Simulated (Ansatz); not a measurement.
An element in the sc structure gives these cold pressures by all-electron LAPW under PBE (Ansatz 0.2.0, scalar-relativistic, no spin polarisation).

```tsv
V (Å³/atom)	P (GPa)
34.38	0.01
30.94	3.04
27.50	8.77
24.07	20.2
20.63	44.6
17.19	101.7
13.75	252.3
```

Which element is it?

Tl. Its zero-pressure volume in this structure is near 34.4 Å³/atom; the volume and the steepness of P(V) together point to it, though neighbours can come close. This is the case that was computed; others weren't tested.
